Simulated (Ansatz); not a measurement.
An element in the diamond structure gives these cold pressures by all-electron LAPW under PBE (Ansatz 0.2.0, scalar-relativistic, no spin polarisation).

```
V (Å³/atom)  P (GPa)
      40.48     0.02
      36.43     1.43
      32.38     3.76
      28.33     7.76
      24.29    14.80
      20.24     27.8
      16.19     54.4
```

(1) Which element is it?

Results:

(1) Mg. Its zero-pressure volume in this structure is near 40.5 Å³/atom; the volume and the steepness of P(V) together point to it, though neighbours can come close. This is the case that was computed; others weren't tested.
